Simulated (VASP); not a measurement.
A run of VASP 6.6.1 is set up as follows.

File INCAR:

```
ALGO     = Fast           # electronic algorithm
EDIFF    = 1E-6           # SCF threshold, eV
ENCUT    = 520            # plane-wave cutoff, eV
GGA      = PE             # functional
ISIF     = 2              # what is computed and relaxed
ISMEAR   = 0              # smearing method
IVDW     = 12             # dispersion correction
LASPH    = True           # aspherical terms in the spheres
LCHARG   = True           # write CHGCAR
LELF     = True           # ELF
LREAL    = False          # projectors in reciprocal space
LVHAR    = True         
LWAVE    = False          # write WAVECAR
NBANDS   = 50             # bands
NELM     = 100            # most SCF steps
PREC     = Accurate       # precision mode
SIGMA    = 0.1            # smearing width, eV
```

File KPOINTS:

```
k-points
0
Gamma
  9 9 8
```

POSCAR

```
Ta2N
1.0
    5.2728575674      0.0000000029      0.0000000000
   -2.6364287862      4.5664286024      0.0000000000
    0.0000000000      0.0000000000      4.9205086299
Ta N
6 3
Direct
    0.6668314666      0.6668314666      0.7532072001
    0.0000000000      0.3331685334      0.7532072001
    0.3331685334      0.0000000000      0.7532072001
    0.3331685334      0.3331685334      0.2467927999
    0.0000000000      0.6668314666      0.2467927999
    0.6668314666      0.0000000000      0.2467927999
    0.6666666667      0.3333333333      0.5000000000
    0.3333333333      0.6666666667      0.5000000000
    0.0000000000      0.0000000000      0.0000000000
```

Potentials or basis: VASP PAW PBE potentials, release 64 (Ta_pv, N).

Run with:

```bash
$ cat potpaw_PBE.64/Ta_pv/POTCAR potpaw_PBE.64/N/POTCAR > POTCAR
$ mpirun -np 1 vasp_std > vasp.out
```

Predict the pressure.

0.5 GPa.

Predict the dispersion energy per atom.

-0.532 eV.

Predict the band gap on the k mesh.

none (metal or under the smearing width).

What does it give for the largest force?

0.015 eV/Å.

Forces in eV/Å, atoms in the order of the input:
```
Ta  -0.002 -0.003  0.015
Ta  -0.002  0.003  0.015
Ta   0.004  0.000  0.015
Ta   0.002  0.003 -0.015
Ta   0.002 -0.003 -0.015
Ta  -0.004  0.000 -0.015
N    0.000  0.000  0.000
N    0.000  0.000  0.000
N    0.000  0.000  0.000
```

Caveat: pairwise dispersion overbinds metals, which lowers pressure and volume. The run has no spin-orbit coupling, so splittings on Ta are missing.
